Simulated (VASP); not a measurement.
# 2H-MoTe2 monolayer and its bilayer, part 4 of 5

Aim: relax 2H-MoTe2 monolayer, place its levels against the vacuum, then find how two sheets stack and bind.

VASP 6.6.1, plane waves and PAW; the level of theory is named at each step.

So far. Step 9 (A rigid stacking): Energy at zero smearing: -38.81521 eV.

### Step 10. A rigid stacking

Level of this step: PBE with D3(BJ), no spin polarisation; plane waves and PAW (Mo, Te) (VASP).

The input, INCAR:

```
SYSTEM = Te2Mo
PREC = Normal
ENCUT = 350
EDIFF = 1E-05
NELM = 120
ISMEAR = 0
SIGMA = 0.03
LREAL = .FALSE.
ALGO = Fast
GGA = PE
IVDW = 12
NBANDS = 24
LASPH = .TRUE.
LORBIT = 11
LWAVE = .FALSE.
LCHARG = .FALSE.
KPAR = 4
IDIPOL = 3
LDIPOL = .TRUE.
DIPOL = 0.5 0.5 0.5
```

The input, POSCAR:

```
Te2Mo
1.0
    3.4973337260      0.0000000000      0.0000000000
   -1.7486668630      3.0287798522      0.0000000000
    0.0000000000      0.0000000000     27.3602129336
Mo Te
2 4
Direct
    0.3333333300      0.6666666700      0.3770092500
    0.6666666700      0.3333333300      0.6229907500
    0.6666666700      0.3333333300      0.3106701000
    0.6666666700      0.3333333300      0.4433483900
    0.3333333300      0.6666666700      0.5566516100
    0.3333333300      0.6666666700      0.6893299000
```

The input, KPOINTS:

```
Automatic mesh
0
Gamma
12 12 1
0 0 0
```

The projector-augmented-wave data sets are Mo and Te (PBE family, release 64).

Started as:

```
mpirun -np 4 vasp_std
```

Output:

```text
[... set-up lines as in an earlier step ...]
 entering main loop
       N       E                     dE             d eps       ncg     rms          rms(c)
DAV:   1     0.188585146869E+03    0.18859E+03   -0.10480E+04   912   0.849E+02
DAV:   2    -0.196280982091E+02   -0.20821E+03   -0.20263E+03  1376   0.183E+02
DAV:   3    -0.366508646767E+02   -0.17023E+02   -0.16749E+02  1184   0.584E+01
DAV:   4    -0.372960651848E+02   -0.64520E+00   -0.64218E+00  1448   0.125E+01
[...]
RMM:  16    -0.359505740336E+02   -0.79265E-04   -0.30168E-05   806   0.228E-02    0.932E-03
RMM:  17    -0.359506421077E+02   -0.68074E-04   -0.41831E-05   853   0.238E-02    0.141E-02
RMM:  18    -0.359506513329E+02   -0.92252E-05   -0.82802E-06   639   0.161E-02
   1 F= -.38834679E+02 E0= -.38834679E+02  d E =-.927788E-14
```

The job ended after 8.2 s (4 MPI ranks of AMD EPYC 9R45, shared host; peak memory 0.82 GiB; 31 s of CPU time).

From OUTCAR (step 10):

```text
 Edisp (eV)   -2.88403

  Total      -0.14991    -0.14991     0.11702     0.00000    -0.00000     0.00000
  in kB      -0.82873    -0.82873     0.64692     0.00000    -0.00000     0.00000
  external pressure =       -0.34 kB  Pullay stress =        0.00 kB

 POSITION                                       TOTAL-FORCE (eV/Angst)
 -----------------------------------------------------------------------------------
     -0.00000      2.01919     10.31505         0.000000     -0.000000     -0.042405
      1.74867      1.00959     17.04516        -0.000000      0.000000      0.042405
      1.74867      1.00959      8.50000         0.000000     -0.000000      0.027230
      1.74867      1.00959     12.13011        -0.000000     -0.000000     -0.076109
     -0.00000      2.01919     15.23011         0.000000      0.000000      0.076109
     -0.00000      2.01919     18.86021        -0.000000      0.000000     -0.027230
 -----------------------------------------------------------------------------------
    total drift:                               -0.000000     -0.000000      0.000000

  FREE ENERGIE OF THE ION-ELECTRON SYSTEM (eV)
  ---------------------------------------------------
  free  energy   TOTEN  =       -38.8346794447 eV

  energy  without entropy=      -38.8346794447  energy(sigma->0) =      -38.83467944

[... 2 parts as in an earlier step ...]

[... 1 further part left out ...]
[key lines of the parts left out:]
E-fermi :   1.6147
```

Energy at zero smearing: -38.83468 eV.

### Step 11. A rigid stacking

INCAR is that of step 10.

The input, POSCAR:

```
Te2Mo
1.0
    3.4973337260      0.0000000000      0.0000000000
   -1.7486668630      3.0287798522      0.0000000000
    0.0000000000      0.0000000000     27.3602129336
Mo Te
2 4
Direct
    0.3333333300      0.6666666700      0.3770092500
    0.0000000000      1.0000000000      0.6229907500
    0.6666666700      0.3333333300      0.3106701000
    0.6666666700      0.3333333300      0.4433483900
    0.6666666700      0.3333333300      0.5566516100
    0.6666666700      0.3333333300      0.6893299000
```

KPOINTS is that of step 10.

Started as:

```
mpirun -np 4 vasp_std
```

Output:

```text
[... set-up lines as in an earlier step ...]
 entering main loop
       N       E                     dE             d eps       ncg     rms          rms(c)
DAV:   1     0.188758486998E+03    0.18876E+03   -0.10501E+04   912   0.849E+02
DAV:   2    -0.193715540808E+02   -0.20813E+03   -0.20227E+03  1384   0.184E+02
DAV:   3    -0.361251792435E+02   -0.16754E+02   -0.16587E+02  1184   0.588E+01
DAV:   4    -0.367400959984E+02   -0.61492E+00   -0.61284E+00  1440   0.123E+01
[...]
RMM:  17    -0.353676278332E+02   -0.45995E-04   -0.15392E-05   690   0.133E-02    0.382E-03
RMM:  18    -0.353676439449E+02   -0.16112E-04   -0.46107E-06   604   0.927E-03    0.227E-03
RMM:  19    -0.353676514852E+02   -0.75403E-05   -0.18226E-06   438   0.576E-03
   1 F= -.38253852E+02 E0= -.38253852E+02  d E =-.498112E-15
```

Wall time 8.4 s (4 MPI ranks); peak memory 0.81 GiB; 32 s of CPU time.

Parts of OUTCAR (step 11):

```text
 Edisp (eV)   -2.88620

  Total       0.18370     0.18370     5.18601     0.00000    -0.00000     0.00000
  in kB       1.01553     1.01553    28.66949     0.00000    -0.00000     0.00000
  external pressure =       10.23 kB  Pullay stress =        0.00 kB

 POSITION                                       TOTAL-FORCE (eV/Angst)
 -----------------------------------------------------------------------------------
     -0.00000      2.01919     10.31505         0.000000      0.000000     -0.265989
      0.00000      0.00000     17.04516         0.000000      0.000000      0.265989
      1.74867      1.00959      8.50000        -0.000000     -0.000000      0.044744
      1.74867      1.00959     12.13011        -0.000000     -0.000000     -1.287760
      1.74867      1.00959     15.23011         0.000000      0.000000      1.287760
      1.74867      1.00959     18.86021         0.000000      0.000000     -0.044744
 -----------------------------------------------------------------------------------
    total drift:                               -0.000022      0.000013      0.000093

  FREE ENERGIE OF THE ION-ELECTRON SYSTEM (eV)
  ---------------------------------------------------
  free  energy   TOTEN  =       -38.2538518305 eV

  energy  without entropy=      -38.2538518305  energy(sigma->0) =      -38.25385183

[... 2 parts as in an earlier step ...]

[... 1 further part left out ...]
[key lines of the parts left out:]
E-fermi :   1.8823
```

Energy at zero smearing: -38.25385 eV.

### Step 12. A rigid stacking

INCAR is that of step 11.

The input, POSCAR:

```
Te2Mo
1.0
    3.4973337260      0.0000000000      0.0000000000
   -1.7486668630      3.0287798522      0.0000000000
    0.0000000000      0.0000000000     27.3602129336
Mo Te
2 4
Direct
    0.3333333300      0.6666666700      0.3770092500
    0.3333333300      0.6666666700      0.6229907500
    0.6666666700      0.3333333300      0.3106701000
    0.6666666700      0.3333333300      0.4433483900
    1.0000000000      0.0000000000      0.5566516100
    1.0000000000      0.0000000000      0.6893299000
```

KPOINTS is that of step 11.

Started as:

```
mpirun -np 4 vasp_std
```

Output:

```text
[... set-up lines as in an earlier step ...]
 entering main loop
       N       E                     dE             d eps       ncg     rms          rms(c)
DAV:   1     0.188499205468E+03    0.18850E+03   -0.10483E+04   912   0.848E+02
DAV:   2    -0.200863122452E+02   -0.20859E+03   -0.20225E+03  1400   0.184E+02
DAV:   3    -0.366046689450E+02   -0.16518E+02   -0.16378E+02  1200   0.581E+01
DAV:   4    -0.372064838204E+02   -0.60181E+00   -0.59970E+00  1472   0.121E+01
[...]
RMM:  19    -0.358700635847E+02   -0.16369E-04   -0.53878E-06   636   0.905E-03    0.265E-03
RMM:  20    -0.358700740433E+02   -0.10459E-04   -0.27278E-06   477   0.621E-03    0.312E-03
RMM:  21    -0.358700808335E+02   -0.67902E-05   -0.17183E-06   472   0.653E-03
   1 F= -.38754719E+02 E0= -.38754719E+02  d E =-.209295E-14
```

It took 9.2 s on 4 MPI ranks; peak memory 0.81 GiB; 35 s of CPU time.

From OUTCAR (step 12):

```text
 Edisp (eV)   -2.88464

  Total       0.35915     0.35915     0.21190     0.00000     0.00000    -0.00000
  in kB       1.98548     1.98548     1.17141     0.00000     0.00000    -0.00000
  external pressure =        1.71 kB  Pullay stress =        0.00 kB

 POSITION                                       TOTAL-FORCE (eV/Angst)
 -----------------------------------------------------------------------------------
     -0.00000      2.01919     10.31505        -0.000000     -0.000000      0.061879
     -0.00000      2.01919     17.04516        -0.000000      0.000000     -0.061879
      1.74867      1.00959      8.50000         0.000000     -0.000000     -0.006571
      1.74867      1.00959     12.13011        -0.000000      0.000000     -0.224355
      0.00000      0.00000     15.23011         0.000000     -0.000000      0.224355
      0.00000      0.00000     18.86021        -0.000000      0.000000      0.006571
 -----------------------------------------------------------------------------------
    total drift:                               -0.000010      0.000005      0.000177

  FREE ENERGIE OF THE ION-ELECTRON SYSTEM (eV)
  ---------------------------------------------------
  free  energy   TOTEN  =       -38.7547190695 eV

  energy  without entropy=      -38.7547190695  energy(sigma->0) =      -38.75471907

[... 2 parts as in an earlier step ...]

[... 1 further part left out ...]
[key lines of the parts left out:]
E-fermi :   1.6397
```

Energy at zero smearing: -38.75472 eV.

### Step 13. Relaxing the bilayer

The lowest stacking relaxes at the monolayer's lattice.

Changes to INCAR since step 12:

```diff
@@ -3,3 +3,3 @@
 ENCUT = 350
-EDIFF = 1E-05
+EDIFF = 1E-06
 NELM = 120
@@ -17,2 +17,8 @@
 KPAR = 4
+IBRION = 2
+NSW = 50
+ISIF = 2
+EDIFFG = -0.015
+POTIM = 0.4
+MAXMIX = 40
 IDIPOL = 3
```

The input, POSCAR:

```
Te2Mo
1.0
    3.4973337260      0.0000000000      0.0000000000
   -1.7486668630      3.0287798522      0.0000000000
    0.0000000000      0.0000000000     27.3602129336
Mo Te
2 4
Direct
    0.3333333300      0.6666666700      0.3770092500
    0.6666666700      0.3333333300      0.6229907500
    0.6666666700      0.3333333300      0.3106701000
    0.6666666700      0.3333333300      0.4433483900
    0.3333333300      0.6666666700      0.5566516100
    0.3333333300      0.6666666700      0.6893299000
```

KPOINTS is that of step 12.

Started as:

```
mpirun -np 4 vasp_std
```

Output:

```text
[... set-up lines as in an earlier step ...]
 entering main loop
       N       E                     dE             d eps       ncg     rms          rms(c)
[... 5 cycles as in an earlier step ...]
RMM:   6    -0.363678318002E+02    0.94029E+00   -0.43262E+00   940   0.894E+00    0.919E+00
RMM:   7    -0.361462420969E+02    0.22159E+00   -0.24799E+00   922   0.614E+00    0.580E+00
RMM:   8    -0.359440623693E+02    0.20218E+00   -0.88677E-01   916   0.489E+00    0.962E-01
RMM:   9    -0.359533691560E+02   -0.93068E-02   -0.17063E-01   988   0.190E+00    0.435E-01
RMM:  10    -0.359512958295E+02    0.20733E-02   -0.23037E-02  1046   0.633E-01    0.351E-01
RMM:  11    -0.359511244531E+02    0.17138E-03   -0.14548E-02   922   0.547E-01    0.344E-01
RMM:  12    -0.359506165730E+02    0.50788E-03   -0.21087E-03   978   0.256E-01    0.110E-01
RMM:  13    -0.359504003284E+02    0.21624E-03   -0.67100E-04  1004   0.116E-01    0.466E-02
RMM:  14    -0.359504165439E+02   -0.16215E-04   -0.34508E-04  1025   0.695E-02    0.225E-02
RMM:  15    -0.359504934381E+02   -0.76894E-04   -0.17081E-04  1001   0.495E-02    0.154E-02
RMM:  16    -0.359505736240E+02   -0.80186E-04   -0.71652E-05  1059   0.300E-02    0.150E-02
RMM:  17    -0.359506329809E+02   -0.59357E-04   -0.23586E-05   905   0.211E-02    0.632E-03
RMM:  18    -0.359506530736E+02   -0.20093E-04   -0.11938E-05   833   0.122E-02    0.572E-03
RMM:  19    -0.359506682067E+02   -0.15133E-04   -0.81044E-06   857   0.116E-02    0.534E-03
RMM:  20    -0.359506748516E+02   -0.66449E-05   -0.30244E-06   675   0.964E-03    0.115E-03
RMM:  21    -0.359506813924E+02   -0.65408E-05   -0.27065E-06   645   0.638E-03    0.326E-03
RMM:  22    -0.359506837329E+02   -0.23405E-05   -0.82652E-07   581   0.486E-03    0.136E-03
RMM:  23    -0.359506867030E+02   -0.29701E-05   -0.11460E-07   431   0.177E-03    0.631E-04
RMM:  24    -0.359506894390E+02   -0.27360E-05   -0.32392E-07   537   0.237E-03    0.659E-04
RMM:  25    -0.359506898792E+02   -0.44021E-06   -0.57826E-08   357   0.141E-03
   1 F= -.38834718E+02 E0= -.38834718E+02  d E =-.388347E+02
 curvature:   0.00 expect dE= 0.000E+00 dE for cont linesearch  0.000E+00
 trial: gam= 0.00000 g(F)=  0.638E-03 g(S)=  0.000E+00 ort = 0.000E+00 (trialstep = 0.100E+01)
 search vector abs. value=  0.638E-03
 bond charge predicted
       N       E                     dE             d eps       ncg     rms          rms(c)
DAV:   1    -0.359511251273E+02   -0.43569E-03   -0.25230E-02  1136   0.763E-01    0.104E-01
RMM:   2    -0.359510716173E+02    0.53510E-04   -0.82908E-04   913   0.145E-01    0.759E-02
RMM:   3    -0.359511761564E+02   -0.10454E-03   -0.57012E-04   912   0.114E-01    0.509E-02
RMM:   4    -0.359511625049E+02    0.13652E-04   -0.90309E-05   924   0.625E-02    0.269E-02
RMM:   5    -0.359511599634E+02    0.25415E-05   -0.42863E-05   926   0.284E-02    0.166E-02
RMM:   6    -0.359511637572E+02   -0.37938E-05   -0.14103E-05   891   0.223E-02    0.546E-03
RMM:   7    -0.359511678789E+02   -0.41217E-05   -0.43535E-06   724   0.842E-03    0.302E-03
RMM:   8    -0.359511702392E+02   -0.23604E-05   -0.60648E-07   549   0.388E-03    0.122E-03
RMM:   9    -0.359511708654E+02   -0.62621E-06   -0.34114E-07   545   0.293E-03
   2 F= -.38835232E+02 E0= -.38835232E+02  d E =-.514389E-03
[... from here on, the cycles between the ionic steps are left out ...]
   3 F= -.38835468E+02 E0= -.38835468E+02  d E =-.749699E-03
   4 F= -.38835500E+02 E0= -.38835500E+02  d E =-.782473E-03
   5 F= -.38835821E+02 E0= -.38835821E+02  d E =-.320907E-03
   6 F= -.38836075E+02 E0= -.38836075E+02  d E =-.574826E-03
   7 F= -.38836157E+02 E0= -.38836157E+02  d E =-.656365E-03
   8 F= -.38836177E+02 E0= -.38836177E+02  d E =-.676148E-03
   9 F= -.38836280E+02 E0= -.38836280E+02  d E =-.103341E-03
  10 F= -.38836590E+02 E0= -.38836590E+02  d E =-.413627E-03
  11 F= -.38837160E+02 E0= -.38837160E+02  d E =-.983596E-03
  12 F= -.38838113E+02 E0= -.38838113E+02  d E =-.193660E-02
  13 F= -.38839310E+02 E0= -.38839310E+02  d E =-.313368E-02
  14 F= -.38839122E+02 E0= -.38839122E+02  d E =-.294528E-02
 curvature:  34.28 expect dE= 0.378E-02 dE for cont linesearch  0.642E-03
 ZBRENT: bracketing found
 ZBRENT: interpolating
 opt :   6.0655  next Energy=   -38.839642 (dE=-0.347E-02)
 bond charge predicted
       N       E                     dE             d eps       ncg     rms          rms(c)
DAV:   1    -0.359793093911E+02    0.11134E-01   -0.26346E+00   912   0.783E+00    0.646E-01
RMM:   2    -0.359829094613E+02   -0.36001E-02   -0.29486E-02   912   0.955E-01    0.684E-01
RMM:   3    -0.359820631061E+02    0.84636E-03   -0.58873E-03   942   0.380E-01    0.140E-01
RMM:   4    -0.359821370812E+02   -0.73975E-04   -0.19322E-03  1057   0.188E-01    0.713E-02
RMM:   5    -0.359821633482E+02   -0.26267E-04   -0.31901E-04  1144   0.772E-02    0.437E-02
RMM:   6    -0.359821637931E+02   -0.44481E-06   -0.36675E-05  1059   0.248E-02    0.273E-02
RMM:   7    -0.359821627668E+02    0.10263E-05   -0.11065E-05   864   0.117E-02    0.188E-02
RMM:   8    -0.359821629131E+02   -0.14628E-06   -0.17706E-06   593   0.624E-03
  15 F= -.38839627E+02 E0= -.38839627E+02  d E =-.345022E-02
 curvature: -17.74 expect dE=-0.485E-03 dE for cont linesearch -0.319E-06
 trial: gam=-0.07786 g(F)=  0.273E-04 g(S)=  0.000E+00 ort = 0.128E-04 (trialstep = 0.128E+01)
 search vector abs. value=  0.808E-04
 reached required accuracy - stopping structural energy minimisation
```

Elapsed: 66 s, on 4 MPI ranks; peak memory 0.88 GiB; 4.4 min of CPU time.

Parts of OUTCAR (step 13):

```text
   NELECT =      36.0000    total number of electrons

 Edisp (eV)   -2.84868

 E-fermi :   1.4698

 k-point     1 :       0.0000    0.0000    0.0000
  band No.  band energies     occupation
    ...
     14       0.3267      2.00000
     15       0.3504      2.00000
     16       0.3504      2.00000
     17       0.4413      2.00000
     18       1.3427      2.00000
     19       4.3224      0.00000
     20       4.3224      0.00000
     21       4.4448      0.00000
     22       4.4448      0.00000
     23       4.6113      0.00000
    ...

 Edisp (eV)   -2.85746

  Total      -0.17211    -0.17211    -0.16655    -0.00000     0.00000     0.00000
  in kB      -0.95145    -0.95145    -0.92075    -0.00000     0.00000     0.00000
  external pressure =       -0.94 kB  Pullay stress =        0.00 kB

 POSITION                                       TOTAL-FORCE (eV/Angst)
 -----------------------------------------------------------------------------------
     -0.00000      2.01919     10.25812        -0.000000      0.000000     -0.014465
      1.74867      1.00959     17.10210         0.000000     -0.000000      0.014465
      1.74867      1.00959      8.44393        -0.000000     -0.000000      0.011878
      1.74867      1.00959     12.07304        -0.000000     -0.000000      0.001907
     -0.00000      2.01919     15.28717         0.000000      0.000000     -0.001907
     -0.00000      2.01919     18.91628         0.000000      0.000000     -0.011878
 -----------------------------------------------------------------------------------
    total drift:                                0.000000     -0.000000     -0.000000

  FREE ENERGIE OF THE ION-ELECTRON SYSTEM (eV)
  ---------------------------------------------------
  free  energy   TOTEN  =       -38.8396268294 eV

  energy  without entropy=      -38.8396268294  energy(sigma->0) =      -38.83962683

 vacuum level on the upper side and lower side of the slab         5.851         5.851

[... 9 parts as in an earlier step ...]

[... 10 further parts left out ...]
```

CONTCAR:

```
Te2Mo
   1.00000000000000
     3.4973337259999999    0.0000000000000000    0.0000000000000000
    -1.7486668630000000    3.0287798522000000    0.0000000000000000
     0.0000000000000000    0.0000000000000000   27.3602129335999997
  Mo              Te
     2     4
Direct
     0.3333333300000021    0.6666666699999979    0.3749282639136327
     0.6666666699999979    0.3333333300000021    0.6250717360863676
     0.6666666699999979    0.3333333300000021    0.3086207079299919
     0.6666666699999979    0.3333333300000021    0.4412626038600964
     0.3333333300000021    0.6666666699999979    0.5587373961399035
     0.3333333300000021    0.6666666699999979    0.6913792920700080
```

Relaxation path:

```
step  energy less that of the first step (eV)  largest force (eV/Å)
   1                                   0.0000                0.0758
   2                                  -0.0005                0.0516
   3                                  -0.0007                0.0417
   4                                  -0.0008                0.0578
   5                                  -0.0011                0.0462
   6                                  -0.0014                0.0670
   7                                  -0.0014                0.1313
   8                                  -0.0015                0.1124
   9                                  -0.0016                0.1089
  10                                  -0.0019                0.1062
  11                                  -0.0024                0.0975
  12                                  -0.0034                0.0801
  13                                  -0.0046                0.0456
  14                                  -0.0044                0.0226
  15                                  -0.0049                0.0145
```

The atoms that moved most (Å):

```
atom     dx     dy      dz  length
 Te5  0.000  0.000   0.057   0.057
 Te4  0.000  0.000  -0.057   0.057
 Mo1  0.000  0.000  -0.057   0.057
 Mo2  0.000  0.000   0.057   0.057
 Te3  0.000  0.000  -0.056   0.056
 Te6  0.000  0.000   0.056   0.056
```

The relaxed structure:

```cif
data_structure
_symmetry_space_group_name_H-M 'P 1'
_symmetry_Int_Tables_number 1
_cell_length_a 3.4973
_cell_length_b 3.4973
_cell_length_c 27.3602
_cell_angle_alpha 90.000
_cell_angle_beta 90.000
_cell_angle_gamma 120.000
_cell_volume 289.82
loop_
_atom_site_label
_atom_site_type_symbol
_atom_site_fract_x
_atom_site_fract_y
_atom_site_fract_z
_atom_site_occupancy
Mo1 Mo 0.33333 0.66667 0.37493 1
Mo2 Mo 0.66667 0.33333 0.62507 1
Te3 Te 0.66667 0.33333 0.30862 1
Te4 Te 0.66667 0.33333 0.44126 1
Te5 Te 0.33333 0.66667 0.55874 1
Te6 Te 0.33333 0.66667 0.69138 1
```

This step gave:

```yaml
electronic_cycles: 146
free_energy_toten: -38.84 eV
fermi_energy: 1.470 eV
dipole_moment: 0, 0, 0 e·Å
gap_on_the_k_mesh: 0.8707 eV
least_direct_gap_on_the_k_mesh: 1.135 eV
```

The run ended after 15 ionic steps, 0.005 eV below its first step, once the forces on the free atoms met EDIFFG = -0.015.

[end of part 4 of 5]

[Lines on the potential files, build, host, timing and source positions are cut from VASP's logs without a mark.]

[Logs are printed without paths, hosts, clocks, repeated set-up lines and the standing remarks that a program may print on its own settings, such as how far it seeks lower states.]

[Hosts, paths, dates, database ids (printed as entryN), source tags and the programs' standing remarks are cut or masked in the printed files.]

[Runs that stopped without an error message from VASP are left out.]
